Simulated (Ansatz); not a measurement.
# CdTe: pressure up to the limit of the methods

The task here is to estimate one member of a computed series from the others.

Method: DFT r²SCAN, with the methods named in each step, in Ansatz 0.2.0.

### Starting point

Symmetry: Fm-3m, No. 225, cubic system. The conventional cell has a = 5.796 Å, b = 5.796 Å, c = 5.796 Å, α = 90.00°, β = 90.00°, γ = 90.00°. Around Cd (site symmetry m-3m) lie 6 Te at 2.90 Å. Te (site symmetry m-3m) has 6 Cd at 2.90 Å as nearest neighbours.

Coordinates:

```
Cd Te
1.0
     0.00000    2.89816    2.89816
     2.89816    0.00000    2.89816
     2.89816    2.89816    0.00000
Cd Te
1 1
Direct
  0.00000 0.00000 0.00000
  0.50000 0.50000 0.50000
```

Whether this phase is the stable one at these pressures isn't tested.

Atoms are numbered in the order of the input: Cd1, Te2.

The first run:

Input file input.yaml:

```yaml
crystal:
  lattice:
    - [0.0, 2.8981565878, 2.8981565878]
    - [2.8981565878, 0.0, 2.8981565878]
    - [2.8981565878, 2.8981565878, 0.0]
  atoms:
    - { symbol: Cd, position: [0.0, 0.0, 0.0] }
    - { symbol: Te, position: [0.5, 0.5, 0.5] }
kpoints:
  mp_grid: { grid: [13, 13, 13] }
scf:
  occupations: { method: fermi_dirac, width: 0.05 }
hamiltonian:
  xc: r2scan
  pseudopotentials: { kind: paw }
output:
  forces: true
  stress: true
relax:
  f_tol: 0.005
  max_steps: 40
  cell: {}
```

On the command line:

```
ansatz run input.yaml --threads 1 --pin off --max-ram 2048MiB --backend cpu --events-out ev --progress --plain --runs-dir out
```

Among the steps run: Cell relaxed at zero pressure, PAW; Volume scaled by 1, PAW; Volume scaled by 0.94, PAW; Volume scaled by 0.94, PAW (level accurate); Volume scaled by 0.88, PAW; Volume scaled by 0.8, PAW; Volume scaled by 0.72, PAW; Volume scaled by 0.64, PAW; Volume scaled by 0.55, PAW; Volume scaled by 0.55, PAW (core large).

One table of the session follows, with a row left open; its other results are not shown here.

| method | volume over the first | volume (Å³/atom) | pressure (GPa) |
| --- | --- | --- | --- |
| PAW | 1 | ? | ? |
| PAW | 0.94 | 26.432 | 3.85 |
| PAW | 0.88 | 24.745 | 9.29 |
| PAW | 0.8 | 22.496 | 20.32 |
| PAW | 0.72 | 20.246 | 38.39 |
| PAW | 0.64 | 17.996 | 68.91 |
| PAW | 0.55 | 15.466 | 132.49 |
| PAW (core large) | 0.55 | 15.466 | 133.33 |
| PAW (level accurate) | 0.94 | 26.432 | 3.88 |

Estimate the missing values for PAW, 1.

The run gave: volume (Å³/atom): 28.119; pressure (GPa): 0.02. In the column «volume (Å³/atom)» it is the highest.

Limits of these values: Warnings in the runs' records: datasets by core.
